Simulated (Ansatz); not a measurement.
# In: the cost of one run

Program: Ansatz 0.2.0. Level of theory: DFT PBEsol, scalar-relativistic. These are calculated values, not measurements.

## (1) Starting point

It takes space group R-3m (No. 166, trigonal). The conventional cell has a = 3.339 Å, b = 3.339 Å, c = 24.622 Å, α = 90.00°, β = 90.00°, γ = 120.00°. In (site symmetry -3m) is surrounded by 12 In at 3.34 to 3.35 Å. Around In (site symmetry 3m) lie 12 In at 3.34 to 3.35 Å.

Coordinates:

```xyz
3
Lattice="1.6696 0.9640 8.2075 -1.6696 0.9640 8.2075 0.0000 -1.9279 8.2075" Properties=species:S:1:pos:R:3 pbc="T T T"
In    0.0000    0.0000    0.0000
In    0.0000    0.0000   19.1565
In    0.0000    0.0000    5.4659
```

Atoms are numbered in the order of the input: In1, In2, In3.

## (2) The deformed structure

Space group R-3m before, P-1 after.

## (3) All-electron LAPW

input.yaml reads:

```yaml
crystal:
  lattice:
    - [1.7154939592, 1.0133507658, 8.2206312604]
    - [-1.623779674, 0.9966543977, 8.2039348922]
    - [0.0313976636, -1.8868932148, 8.1978235973]
  atoms:
    - { symbol: In, position: [0.0, 0.0, 0.0] }
    - { symbol: In, position: [0.77801224, 0.77801224, 0.77801224] }
    - { symbol: In, position: [0.22198776, 0.22198776, 0.22198776] }
kpoints:
  mp_grid: { grid: [14, 14, 14] }
  band_path:
    path:
      - [0.0, 0.0, 0.0]
      - [-0.5, -0.5, -0.5]
      - [0.5, 0.0, 0.0]
      - [0.0, 0.0, 0.0]
      - [0.0, 0.0, 0.5]
      - [0.0, -0.5, 0.0]
      - [0.0, 0.0, 0.0]
      - [0.5, 0.0, 0.5]
      - [-0.5, -0.5, 0.0]
    npoints: 5
scf:
  occupations: { method: fermi_dirac, width: 0.05 }
hamiltonian:
  xc: pbesol
  pseudopotentials: { kind: all_electron, lapw: { basis_error: 0.0005 } }
output:
  forces: true
  stress: true
  eigenvalues: true
```

On the command line:

```console
$ ansatz run input.yaml --threads 1 --pin off --max-ram 6144MiB --backend cpu --events-out ev --progress --plain --runs-dir out
```

**Question.** How long does this run take on 1 thread of Arm Neoverse V1, shared host, and how much memory does it need?

About 13 min, with a peak of 4.8 GiB.
